**WSe₂ under equal in-plane strain: seven questions**

The sheet has a layer of W between two layers of Se. Strain is positive in stretching, stress is positive in compression, and thickness is the height from Se to Se.

Free-standing WSe₂ monolayer under biaxial strain, computed with Ansatz 0.2.0 (PBE-D3(BJ), scalar-relativistic plane-wave PAW, no spin polarisation, 420 eV cutoff, Γ-centred 12×12×1 k mesh). Atoms are relaxed at each strain; strain and energy change refer to the relaxed unstrained cell (a = 3.286 Å). Sheet stress is positive in compression, with yy equal to xx.

```tsv
strain (%)	energy change (meV/cell)	sheet stress xx (N/m)	gap on sampled points (eV)	thickness (Å)
-4	151.5	7.096	1.423	3.472
-2	36.1	3.233	1.541	3.420
2	33.3	-2.739	1.427	3.321
4	127.9	-5.064	1.193	3.276
7	370.2	-7.928	0.673	3.213
```

**1. Which costs more, squeezing or stretching by 4 %?**

Squeezing does: 151.5 against 127.9 meV per cell. Atoms pushed together repel ever more steeply, while the pull between atoms drawn apart grows more and more slowly. The size of stress divided by strain therefore falls along the whole series, from 177 N/m at −4 % to 113 N/m at 7 %. The compressed values belong to a sheet held flat, since the three-atom cell leaves no room for ripples.

**2. Do small strains foretell a large one?**

Write the energy as E = M e² + N e³, with e the strain in per cent. The first term is an ideal spring, the second its softening on stretching. The two 2 % rows alone fix both constants:

M = (36.1 + 33.3)/8 = 8.675 meV
N = (33.3 − 36.1)/16 = −0.175 meV
E(7 %) = 8.675 × 49 − 0.175 × 343 = 365 meV

The calculation gives 370.2 meV, so the estimate is 1.4 % low for a row that had no part in it. The spring term alone would be 15 % too high. Rounding of the 2 % energies can explain up to 2 meV of the miss; the rest suggests that the softening itself tapers off. The output below lists the other rows.

**3. Does stretching lengthen the bonds or tilt them?**

Consider two limits. If the bonds were rigid, they could only tilt towards the plane, and the sheet would thin by 1.27 % per per cent of strain. If the thickness were fixed, the bonds would have to lengthen a good deal. Near zero strain, each per cent of stretching thins the calculated sheet by 0.73 % and lengthens its W–Se bonds by only 0.23 %. It does both, because tilting a bond changes the angles at the atoms and so costs energy too.

**4. What if the thickness could not adjust?**

Each relaxation began with the strained cell at the old thickness, so its first step answers this. At 7 % strain that step costs 465 meV, against 370 meV after relaxation. At 2 % the sheet with fixed thickness is 30 % stiffer. A calculation that strains the cell but freezes the height of the atoms would overstate the stiffness by that much.

**5. Can the gap at zero strain be read off between the 2 % rows?**

Their mean is 1.48 eV, but the same calculation for the unstrained sheet gives 1.65 eV. The mean fails because the lowest empty state changes. At 2 % tension it lies at K, the corner of the hexagonal zone; at 2 % compression it lies at Q, halfway from the centre Γ to K. Measured from the filled edge at K, stretching raises Q but lowers the empty state at K. The gap follows the lower of the two, and so it peaks near their crossing.

The smallest direct gap, between states at the same point of the zone, shows no such peak. It falls at every step, from 2.12 eV at −4 % to 0.99 eV at 7 %. Its slower change at the compressed end suggests that under the strongest compression it no longer lies at K. The gap in the table shrinks under compression all the same, because by −4 %, measured from the vacuum, the filled edge at K has risen by 0.14 eV and Q has sunk by 0.09 eV.

**6. Why does tension narrow the gap, and what does a contact notice?**

Measured from the vacuum, the empty edge at K sinks by about 0.14 eV per per cent between 2 and 7 % strain. Meanwhile the highest filled state at Γ rises, and from 4 % on it forms the filled edge. A plausible account starts from the W orbitals that point out of the plane, which are known to dominate both states. At Γ they are in phase from one W atom to the next, which lowers the state; at K they are not, which raises it. Drawing the W atoms apart should weaken both effects, so that Γ rises and K sinks. This gets the directions right but not the sizes. Summed over the six W neighbours, the phases give 6 at Γ and −3 at K, so Γ should move twice as far as K. Yet from 4 to 7 % Γ rises by only 0.12 eV, while K sinks by 0.40 eV. Something else probably pulls both states down: longer W–Se bonds should weaken the antibonding share of Se in each. The calculation gives no orbital weights to test either cause.

For a transistor channel, the sinking edge means that a stretched sheet binds an added electron more strongly. At an ideal metal contact the barrier for electrons would drop by the same 0.14 eV per per cent. Real interfaces often pin the levels and pass on only part of this.

**7. What would spin–orbit coupling change, and which digits hold?**

This coupling is absent here. In WSe₂ it is known to split the filled edge at K by roughly 0.46 eV, which lifts the upper branch by about half of that and leaves Γ unsplit. At 4 % strain Γ leads K by only 0.03 eV, taking the smallest direct gap to lie at K. With the coupling included, the filled edge there is thus probably at K and the PBE gap direct, near 1.0 eV. At 7 % Γ should keep a lead of roughly 0.1 eV. The coupling is also expected to lower the empty state at Q more than the one at K, which would move the peak of the gap towards tension.

The stiffness is on firmer ground. Energies and stresses at 2 % both give 149 N/m for C₁₁ + C₁₂, the resistance to equal strain in both directions. The strained runs carry a warning that the stresses may be loosely converged; the agreement suggests that this does little harm here, but it says nothing on accuracy against experiment. For the gaps, PBE is known to give values that are too small, and the missing coupling alone should shift most of them by some tenths of an eV. As absolute values, even their first decimal is therefore unsafe. Their changes with strain deserve more trust, as long as both band edges stay at the same points of the zone.

The analysis program printed:

```
Energy and stress from the two 2 % rows:
  row  harmonic energy meV  cubic energy meV  cubic less computed meV  stress from cubic N/m  stress miss N/m  stress per strain N/m
   -4                138.8               150                     -1.5                  6.945          -0.1512                  177.4
   -2                 34.7              36.1                7.105e-15                  3.218         -0.01508                  161.7
    2                 34.7              33.3                        0                 -2.739        0.0001352                  136.9
    4                138.8             127.6                     -0.3                 -5.026          0.03769                  126.6
    7                425.1               365                    -5.15                 -7.666           0.2615                  113.3
C11+C12 from energies at 2 % (N/m): 148.7
C11+C12 from stresses at 2 % (N/m): 149.3
energy at -4 % over energy at +4 %: 1.185
largest rounding error of the cubic energy at 7 % (meV): 2.144
Shape and relaxation:
  row  thickness with rigid bonds A  W-Se bond A  bond to plane angle deg  energy at old thickness meV  gain by relaxing meV  gain from force meV
   -4                         3.534        2.516                    43.63                        200.6                  49.1                49.65
   -2                         3.454        2.526                    42.61                         47.5                  11.4                11.32
    2                         3.283         2.55                    40.64                           43                   9.7                9.868
    4                         3.192        2.564                     39.7                        163.4                  35.5                35.14
    7                         3.045        2.589                    38.36                        464.8                  94.6                92.18
thickness change per in-plane strain (% per %): -0.7343
the same if bonds were rigid (% per %): -1.268
bond length change per in-plane strain (% per %): 0.2349
stiffness at old thickness over relaxed stiffness: 1.304
Gaps and band edges:
  row  smallest direct gap eV  direct less smallest gap eV  valence edge eV  conduction edge eV
   -4                   2.124                       0.7007           -4.922              -3.499
   -2                   1.959                       0.4176           -4.982              -3.441
    2                   1.427                            0           -5.147               -3.72
    4                   1.223                       0.0303           -5.218              -4.025
    7                  0.9921                       0.3191           -5.094              -4.422
gap at zero strain guessed from the 2 % rows (eV): 1.484
computed gap at zero strain less that guess (eV): 0.169
rise of K valence edge from 0 to -4 % (eV): 0.1352
fall of Q conduction edge from 0 to -4 % (eV): 0.0947
K conduction edge from 2 to 7 % (eV per %): -0.1403
rise of Gamma valence edge from -2 to 7 % (eV): 0.5664
Gamma lead over K at 4 % after a spin-orbit rise of K by 0.23 eV (eV): -0.1997
Gamma lead over K at 7 % after the same rise (eV): 0.0891
Q minimum below the sampled point at -2 % by a parabola on the band path (meV): 2.45
```
